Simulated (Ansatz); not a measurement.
# SiC: the cost of one run

Program: Ansatz 0.2.0. PAW datasets, plane waves. The values are computed, spin-unpolarised, and not measurements.

**1. Starting point**

The cell was relaxed beforehand with r2SCAN.

The symmetry is P6_3mc (No. 186, hexagonal); a = 3.075 Å, c = 5.048 Å in the conventional setting, 10.34 Å³ an atom. Si has 4 C at 1.88–1.90 Å; C has 4 Si at 1.88–1.90 Å.

Structure file:

```cif
data_structure
_symmetry_space_group_name_H-M 'P6_3mc'
_symmetry_Int_Tables_number 186
_cell_length_a 3.0754
_cell_length_b 3.0754
_cell_length_c 5.0481
_cell_angle_alpha 90.000
_cell_angle_beta 90.000
_cell_angle_gamma 120.000
_cell_volume 41.35
loop_
_atom_site_label
_atom_site_type_symbol
_atom_site_symmetry_multiplicity
_atom_site_Wyckoff_symbol
_atom_site_fract_x
_atom_site_fract_y
_atom_site_fract_z
_atom_site_occupancy
Si1 Si 2 b 0.33333 0.66667 0.99959 1
C1 C 2 b 0.33333 0.66667 0.37541 1
```

**2. PBE bands along the symmetry lines**

input.yaml

```yaml
crystal:
  lattice:
    - [3.0753562278, 0.0, 0.0]
    - [-1.5376781139, 2.663336619, 0.0]
    - [0.0, 0.0, 5.0481082228]
  atoms:
    - { symbol: Si, position: [0.3333333333, 0.6666666667, -0.0004084119] }
    - { symbol: Si, position: [0.6666666667, 0.3333333333, 0.4995915881] }
    - { symbol: C, position: [0.3333333333, 0.6666666667, 0.3754084119] }
    - { symbol: C, position: [0.6666666667, 0.3333333333, 0.8754084119] }
kpoints:
  mp_grid: { grid: [12, 12, 6] }
  band_path:
    path:
      - [[0.0, 0.0, 0.0], [0.5, -3.231978077109e-17, -2.607508758659e-35], [0.3333333333333, 0.3333333333333, -1.151875076997e-35], [0.0, 0.0, 0.0], [4.891855464876e-53, 3.713867626222e-52, 0.5], [0.5, -3.231978077109e-17, 0.5], [0.3333333333333, 0.3333333333333, 0.5], [4.891855464876e-53, 3.713867626222e-52, 0.5]]
      - [[0.5, -3.231978077109e-17, 0.5], [0.5, -3.231978077109e-17, -2.607508758659e-35]]
      - [[0.3333333333333, 0.3333333333333, 0.5], [0.3333333333333, 0.3333333333333, -1.151875076997e-35]]
    npoints: 10
hamiltonian:
  xc: pbe
scf:
  occupations: { method: fermi_dirac, width: 0.02 }
  n_extra_bands: 5
output:
  forces: true
  stress: true
  eigenvalues: true
```

Started as:

```bash
$ ansatz run input.yaml --threads 2 --pin off --max-ram 2211MiB --backend cpu --events-out ev --progress --plain --runs-dir out
```

**Question.** How long does this run take on 2 threads of Arm Neoverse V1, shared host, and how much memory does it need?

About 3.9 s, with a peak of 0.33 GiB.
